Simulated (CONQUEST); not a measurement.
# CdSe (Fm-3m) in CONQUEST: further runs

The runs below take CdSe through relaxation of cell and atoms, single point, with PBEsol, LDA-VWN.

Program: CONQUEST 1.3. These are calculated values, not measurements. Logs are shortened: lines on timing, memory, paths and dates and some standing lists are left out, and cuts for length are marked.

### 1 The undisturbed crystal

It takes space group Fm-3m (No. 225, cubic). The conventional cell has a = 5.748 Å, b = 5.748 Å, c = 5.748 Å, α = 90.00°, β = 90.00°, γ = 90.00°. Cd (site symmetry m-3m) is surrounded by 6 Se at 2.87 Å. Se (site symmetry m-3m) has 6 Cd at 2.87 Å as nearest neighbours.

Measurements of this composition are mostly on another form, of space group No. 186.

### 2 Relaxation of cell and atoms, PBEsol (volume scaled by 1.04)

Input file Conquest_input:

```
IO.Title CdSe
IO.Coordinates coords.dat
IO.FractionalAtomicCoords F
IO.Iprint 2
IO.Iprint_init 1
General.NumberOfSpecies 2
General.PseudopotentialType hamann
General.DistanceUnits A
AtomMove.TypeOfRun cg
Grid.GridCutoff 80
DM.SolutionMethod diagon
Diag.MPMesh T
Diag.GammaCentred T
Diag.MPMeshX 4
Diag.MPMeshY 4
Diag.MPMeshZ 3
Diag.kT 0.00734986
minE.SCTolerance 1e-6
Diag.SmearingType 1
Diag.MPOrder 1
SC.MaxIters 100
IO.AtomChargeOutput T
AtomMove.NumSteps 25
AtomMove.WriteExtXYZ T
AtomMove.OutputFreq 1
AtomMove.WriteXSF F
AtomMove.MaxForceTol 1e-3
AtomMove.OptCell T
AtomMove.OptCellMethod 3
AtomMove.StressTolerance 0.2
AtomMove.CGLineMin safe
%block ChemicalSpeciesLabel
1 112.410 Cd
2 78.960 Se
%endblock
```

Input file coords.dat:

```
    4.1178753360     0.0000000000     0.0000000000
    0.0000000000     4.1178753360     0.0000000000
    0.0000000000     0.0000000000     5.8235551480
4
  0.0000000000   0.0000000000   0.0000000000 1 T T T
  2.0589376680   2.0589376680   2.9117775740 1 T T T
  0.0000000000   0.0000000000   2.9117775740 2 T T T
  2.0589376680   2.0589376680   0.0000000000 2 T T T
```

Potentials or basis: PseudoDojo NC PBEsol, SZP, grid cutoff 80 Ha.

Run with:

```
> Conquest
```

Standard output:

```text
Simulation cell dimensions:     4.1179 A  x     4.1179 A  x     5.8236 A

      Atomic coordinates (A )
         Atom         X         Y         Z  Species
            1    0.0000    0.0000    0.0000        1
            2    3.8908    3.8908    5.5025        1
            3    0.0000    0.0000    5.5025        2
            4    3.8908    3.8908    0.0000        2

         Monkhorst-Pack mesh:   4 x   4 x   3 gamma-centred
        This calculation includes non-local pseudopotentials,
         with a maximum core radius of      6.68472097

    Job title: CdSe
    Job to be run: Combined CG atomic and cell relaxation

    Ground state search:
      Support functions represented with PAO basis
      1:1 PAO to SF mapping
      Non-spin-polarised electrons
      Solving for the K matrix using diagonalisation
      Using order  1 Methfessel-Paxton smearing

    Integration grid size:     32 x   32 x   48

    Integration grid spacing:  0.129 A  x 0.129 A  x 0.121 A

    Number of species:  2
    --------------------------------------------------------
    |   #  mass (au)  Charge (e)  SF Rad (A )  NSF  Label  |
    --------------------------------------------------------
    |   1    112.410      20.000        3.732   13  Cd     |
    |   2     78.960      16.000        3.603   14  Se     |
    --------------------------------------------------------
          SCF tolerance:                 0.00000100
          SCF iterations:               100

    LibXC version:  6. 2. 2
    Using the GGA functional Perdew, Burke & Ernzerhof SOL
    Using the GGA functional Perdew, Burke & Ernzerhof SOL

           radial cut-off to be used is taken to be max PAO cut-off radius for this species:    6.684721

           greatest ang. mom. for making density from PAOs:  2

           radial cut-off to be used is taken to be max PAO cut-off radius for this species:    6.366323

           greatest ang. mom. for making density from PAOs:  2
    Minimum blocs/proc is      768. Maximum blocs/proc is      768
    set_atom_dens: In set_atomic_density, electrons :      72.000000000000
 matrix_size & matrix_size_padH =           54          54

    Screened ion int: energy:    -475.544966645014 Ha

    full_cg_run: starting relaxation with safemin line minimisation
    full_cg_run: tolerance:   0.0010Ha/A  maximum steps:   25
      PulayMixSC: Starting Pulay mixing, A_up =  0.500 A_dn =  0.500
      PulayMixSC: Spin non-polarised calculation.
          Harris-Foulkes Energy            :      -592.681697129403119 Ha
          Free Energy (E-TS)               :      -592.681317889888305 Ha
      PulayMixSC: Pulay iteration     1 residual:              0.12962E-02
          Harris-Foulkes Energy            :      -592.648741900021832 Ha
          Free Energy (E-TS)               :      -592.648913045782251 Ha
      PulayMixSC: Pulay iteration     2 residual:              0.34378E-03
          Harris-Foulkes Energy            :      -592.647389169836060 Ha
[... 85 lines left out ...]
      | GS Energy with kT -> 0   =      -592.649990683394435 Ha
      | Free Energy as E-TS      =      -592.650010849471641 Ha
      |* Harris-Foulkes energy   =      -592.649950351239909 Ha
      |* DFT total energy        =      -592.649950343466344 Ha
      get_E_and_F: Change in energy during last step of electronic optimisation:  0.27707E-06

WARNING: Electronic structure dE is similar to atom movement dE; increase tolerance      0.000000277067     -0.000000075022

      PulayMixSC: Starting Pulay mixing, A_up =  0.500 A_dn =  0.500
      PulayMixSC: Spin non-polarised calculation.
          Harris-Foulkes Energy            :      -592.649948191895191 Ha
          Free Energy (E-TS)               :      -592.650008824352426 Ha
      PulayMixSC: Pulay iteration     1 residual:              0.16813E-05
          Harris-Foulkes Energy            :      -592.649948530015308 Ha
          Free Energy (E-TS)               :      -592.650009054632733 Ha
      PulayMixSC: Pulay iteration     2 residual:              0.38302E-05
          Harris-Foulkes Energy            :      -592.649948530523034 Ha
          Free Energy (E-TS)               :      -592.650009147149945 Ha
      PulayMixSC: Pulay iteration     3 residual:              0.38476E-06
      PulayMixSC: Reached SCF tolerance of  0.38476E-06 after      3 iterations
      | Number of electrons      =        72.000023
      | GS Energy with kT -> 0   =      -592.649988941607603 Ha
      | Free Energy as E-TS      =      -592.650009147149945 Ha
      |* Harris-Foulkes energy   =      -592.649948530523034 Ha
      |* DFT total energy        =      -592.649948525872105 Ha
      get_E_and_F: Change in energy during last step of electronic optimisation: -0.50773E-09

      safemin_full: Interpolating minimum

      PulayMixSC: Starting Pulay mixing, A_up =  0.500 A_dn =  0.500
      PulayMixSC: Spin non-polarised calculation.
          Harris-Foulkes Energy            :      -592.649950710288863 Ha
          Free Energy (E-TS)               :      -592.650011114305244 Ha
      PulayMixSC: Pulay iteration     1 residual:              0.17885E-05
          Harris-Foulkes Energy            :      -592.649950876210028 Ha
          Free Energy (E-TS)               :      -592.650011239311084 Ha
      PulayMixSC: Pulay iteration     2 residual:              0.34083E-05
          Harris-Foulkes Energy            :      -592.649950630406579 Ha
          Free Energy (E-TS)               :      -592.650011072653001 Ha
      PulayMixSC: Pulay iteration     3 residual:              0.66768E-06
      PulayMixSC: Reached SCF tolerance of  0.66768E-06 after      3 iterations
      | Number of electrons      =        72.000025
      | GS Energy with kT -> 0   =      -592.649990925237489 Ha
      | Free Energy as E-TS      =      -592.650011072653001 Ha
      |* Harris-Foulkes energy   =      -592.649950630406579 Ha
      |* DFT total energy        =      -592.649950608080871 Ha

      force: Forces on atoms (Ha/A )
      force:  Atom   X              Y              Z
      force:     1   0.0000688356  -0.0000000222  -0.0004650253
      force:     2   0.0001504458   0.0000000434   0.0004699868
      force:     3  -0.0004667270  -0.0000000731  -0.0007411015
      force:     4  -0.0005145537  -0.0000000137   0.0007406835

      force: Maximum force :        0.00074110(Ha/A ) on atom         3 in z direction
      force: Force Residual:        0.00071501 Ha/A
      force: Total stress:          0.11700744     0.12594619    -0.17711939 GPa
      force: Average pressure:     -0.02194475 GPa

      get_E_and_F: Change in energy during last step of electronic optimisation:  0.24580E-06

WARNING: Electronic structure dE is similar to atom movement dE; increase tolerance      0.000000245803     -0.000000354189

      safemin_full: exit after    3 iterations with enthalpy     -592.6499506304 Ha

      Simulation cell dimensions:     4.0405 A  x     4.0405 A  x     5.6508 A

      Atomic coordinates (A )
         Atom         X         Y         Z  Species
            1    7.6352   -0.0000   10.6747        1
            2    3.8175    3.8177    5.3431        1
            3    7.6354   -0.0000    5.3391        2
            4    3.8177    3.8177    0.0002        2

    GeomOpt - Iter:   11 MaxF:   0.00074110 Ha/A  H:    -592.64995063 Ha MaxS:   0.17711939 GPa/
    Force Residual:              0.00071501 Ha/A
    Maximum force:               0.00074110 Ha/A
    Force tolerance:             0.00188973 Ha/A
    Maximum stress:              0.17711939 GPa
    Stress tolerance:            0.20000000 GPa
    Change in stress:            0.01254417 GPa
    Enthalpy change:            -0.00000035 Ha
    Enthalpy tolerance:          0.00001000 Ha

    GeomOpt converged in   11 iterations
    full_cg_run: Maximum stress below threshold:            0.17711939 GPa
    full_cg_run: Maximum force below threshold:             0.00074110 Ha/A

    BIBLIOGRAPHY: Please consider citing the following references in the conquest.bib file

    CONQUEST:         Bowler2002pt, Miyazaki2004, Nakata2020
    Basis:            Bowler2019
    DM:               Bowler:2006xr
    Pseudopotentials: Hamann2013, Bowler2019
    Cell optimisation:Pfrommer1997
    XC references from LibXC:

    Warnings written to file Conquest_warnings; please check
```

Wall time 5 min (1 thread of Intel Xeon 6975P-C (Granite Rapids), shared host); peak memory 0.29 GiB.

What came out:

* Free energy: -16126.8284 eV
* Relaxed volume: 23.06 Å³/atom
* Relaxed cell: a = 4.040 Å, b = 4.040 Å, c = 5.651 Å, α = 90.00°, β = 90.00°, γ = 90.00°
* Space group after relaxing (to 0.05 Å): I4/mmm (No. 139)
* Energy gained by relaxing: 19.3 meV/atom
* Ionic steps: 12
* Pressure after relaxing: 0.0 GPa
* Band gap on the k mesh: none (metal or under the smearing width)
* Mulliken charges: Cd +0.40; Se -0.40, -0.39 e

Step by step:
| step | energy change (eV) | largest force (eV/Å) | volume (Å³) |
| --- | --- | --- | --- |
| 1 | 0.0000 | 0.0000 | 98.75 |
| 2 | -0.0770 | 0.0000 | 92.52 |
| 3 | -0.0772 | 0.0000 | 92.40 |
| 4 | -0.0772 | 0.1357 | 92.36 |
| 5 | -0.0772 | 0.1185 | 92.33 |
| 6 | -0.0772 | 0.1017 | 92.30 |
| 7 | -0.0772 | 0.0895 | 92.29 |
| 8 | -0.0772 | 0.0581 | 92.28 |
| 9 | -0.0772 | 0.0494 | 92.27 |
| 10 | -0.0772 | 0.0232 | 92.26 |
| 11 | -0.0772 | 0.0213 | 92.26 |
| 12 | -0.0772 | 0.0245 | 92.25 |

Final structure:
```
CELL_PARAMETERS angstrom
4.04047 0.00000 0.00000
0.00000 4.04047 0.00000
0.00000 0.00000 5.65083
ATOMIC_POSITIONS crystal
Cd 0.99998 0.00000 0.99964
Cd 0.49997 0.50000 0.50036
Se 0.00000 0.00000 0.49998
Se 0.50000 0.50000 0.00002
```

Caveat: the k mesh is coarse (spacing up to 0.38 Å⁻¹), so the values aren't converged; the log labels positions in bohr as Å; the atomic basis is small; Mulliken charges move with the basis; only the three edges of the box relax, its angles stay right; the energies along the path lack the entropy term of the smearing; the basis of atomic orbitals isn't converged, which shifts pressures, moduli and gaps.

[end of part 1 of 2]
